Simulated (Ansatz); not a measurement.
**Relaxation of CaB6-type LaB6, step by step**

Computed with Ansatz (plane waves, PAW, 420 eV cutoff): PBE, scalar-relativistic, no spin polarisation, Γ-centred 8×8×8 mesh, 0.05 eV Gaussian smearing. The datasets are Ansatz's generated set soft_2.

The start was a prototype's sites filled with these elements; the Crystallography Open Database holds the compound in this structure.

```yaml
crystal:
  lattice:
    - [4.1708057416, 0.0, 0.0]
    - [0.0, 4.1708057416, 0.0]
    - [0.0, 0.0, 4.1708057416]
  atoms:
    - { symbol: La, position: [0.0, 0.0, 0.0] }
    - { symbol: B, position: [0.2117, 0.5, 0.5] }
    - { symbol: B, position: [0.7883, 0.5, 0.5] }
    - { symbol: B, position: [0.5, 0.5, 0.2117] }
    - { symbol: B, position: [0.5, 0.5, 0.7883] }
    - { symbol: B, position: [0.5, 0.2117, 0.5] }
    - { symbol: B, position: [0.5, 0.7883, 0.5] }
basis:
  ecutwfc: 420
  ecutrho_ratio: 4
kpoints:
  mp_grid: { grid: [8, 8, 8] }
hamiltonian:
  xc: pbe
scf:
  occupations: { method: gaussian, width: 0.05 }
output:
  forces: true
  stress: true
  eigenvalues: true
relax:
  f_tol: 0.01
  max_steps: 60
  cell: { stress_tol: 0.04 }
```

Launched as:
```sh
ansatz run input.yaml --threads 4 --pin off --max-ram 8192MiB --backend cpu --events-out ev --progress --plain --runs-dir out
```

Positions (Å) and forces (eV/Å) at the first step:

```xyz
7
Lattice="4.171 0.000 0.000 0.000 4.171 0.000 0.000 0.000 4.171" Properties=species:S:1:pos:R:3:forces:R:3 pbc="T T T"
La    0.000    0.000    0.000    0.000    0.000    0.000
B     0.883    2.085    2.085   -2.907    0.000    0.000
B     3.288    2.085    2.085    2.907    0.000    0.000
B     2.085    2.085    0.883    0.000    0.000   -2.907
B     2.085    2.085    3.288    0.000    0.000    2.907
B     2.085    0.883    2.085    0.000   -2.907    0.000
B     2.085    3.288    2.085    0.000    2.907    0.000
```

Problem. Where does the relaxation end?

Solution. After 5 further evaluations the energy is 61.6 meV/atom lower and the largest force component 0.000 eV/Å; space group Pm-3m.
```xyz
7
Lattice="4.155 0.000 0.000 0.000 4.155 0.000 0.000 0.000 4.155" Properties=species:S:1:pos:R:3 pbc="T T T"
La    0.000    0.000    0.000
B     0.830    2.077    2.077
B     3.325    2.077    2.077
B     2.077    2.077    0.830
B     2.077    2.077    3.325
B     2.077    0.830    2.077
B     2.077    3.325    2.077
```

The course:

| step | E − E(end) (meV/atom) | largest force component (eV/Å) | P (GPa) | a (Å) | b (Å) | c (Å) | accepted |
| --- | --- | --- | --- | --- | --- | --- | --- |
| 1 | 61.59 | 2.907 | 2.40 | 4.171 | 4.171 | 4.171 | yes |
| 2 | 16.54 | 1.525 | 4.61 | 4.132 | 4.132 | 4.132 | yes |
| 3 | -0.17 | 0.036 | 0.43 | 4.151 | 4.151 | 4.151 | yes |
| 4 | -0.15 | 0.012 | -0.15 | 4.156 | 4.156 | 4.156 | yes |
| 5 | -0.17 | 0.000 | 0.00 | 4.155 | 4.155 | 4.155 | yes |
| 6 | 0.00 | 0.000 | -0.03 | 4.155 | 4.155 | 4.155 | yes |

Late in the path the plane-wave basis is renewed for the changed cell, which shifts energy and pressure at the same geometry (Pulay error), so rows before the renewal hold an offset.

Step 5 in full:

```xyz
7
Lattice="4.155 0.000 0.000 0.000 4.155 0.000 0.000 0.000 4.155" Properties=species:S:1:pos:R:3:forces:R:3 pbc="T T T"
La    0.000    0.000    0.000    0.000    0.000    0.000
B     0.830    2.077    2.077    0.000    0.000    0.000
B     3.325    2.077    2.077    0.000    0.000    0.000
B     2.077    2.077    0.830    0.000    0.000    0.000
B     2.077    2.077    3.325    0.000    0.000    0.000
B     2.077    0.830    2.077    0.000    0.000    0.000
B     2.077    3.325    2.077    0.000    0.000    0.000
```

It ran for 6.5 s on 4 threads of Arm Neoverse V1, on a shared host, peak memory 0.42 GiB.

No spin–orbit coupling, a notable omission for heavy elements. The cell is a metal with an odd number of electrons, and spin polarisation wasn't tried.
